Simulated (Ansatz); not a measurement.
# Ga2O3: random displacements

Computed with DFT PBE, scalar-relativistic, plane waves, PAW in Ansatz. Cutoff 420 eV, Γ-centred 10×10×6 k-points, Gaussian smearing of 0.05 eV. No spin polarisation. Energies are free energies at this smearing, counted from the undisturbed cell; pressure is positive in compression.

The undisturbed cell (relaxed at this level):

```
Ga O
1.0
     6.22743   -1.54176    0.01149
     6.22743    1.54176    0.01149
    -1.40272    0.00000    5.70769
Ga O
4 6
Direct
  0.08991 0.08991 0.79472
  0.91009 0.91009 0.20528
  0.65850 0.65850 0.31420
  0.34150 0.34150 0.68580
  0.16349 0.16349 0.10921
  0.83651 0.83651 0.89079
  0.17370 0.17370 0.56436
  0.82630 0.82630 0.43564
  0.49602 0.49602 0.25668
  0.50398 0.50398 0.74332
```

The atoms are displaced (Å, in the unstrained cell):

```csv
atom,ux,uy,uz
Ga1,-0.002,0.009,-0.007
Ga2,0.029,-0.001,-0.027
Ga3,0.042,-0.005,-0.004
Ga4,0.014,0.031,-0.018
O5,-0.029,0.000,0.057
O6,-0.034,-0.057,0.024
O7,-0.012,-0.005,0.032
O8,0.020,0.024,-0.071
O9,-0.038,0.049,0.005
O10,0.009,-0.046,0.010
```

Strain (Voigt, engineering shear): (-0.1430, 0.0171, -0.0486, -0.0297, -0.1036, -0.0880).

What are the energy change, the stress and the forces?

ΔE = 481.8 meV/atom; stress (xx, yy, zz, yz, xz, xy; compression positive) (84.06, 38.11, 54.67, 7.18, 16.64, 13.08) GPa; gap on the mesh 3.31 eV.
```
atom Fx (eV/Å) Fy Fz
 Ga1       1.04   1.18   0.76
 Ga2      -0.20  -1.28   1.90
 Ga3      -2.52   0.15  -1.69
 Ga4      -1.25  -0.16   1.25
  O5       0.38   0.12  -0.24
  O6      -0.91   0.45  -3.88
  O7      -2.76  -0.14  -2.00
  O8       4.11  -0.09   3.23
  O9      -1.13   0.78   0.41
 O10       3.24  -1.00   0.27
```

Cost: 1 run of about 2.5 core-minutes, on Arm Neoverse V2 (shared hosts).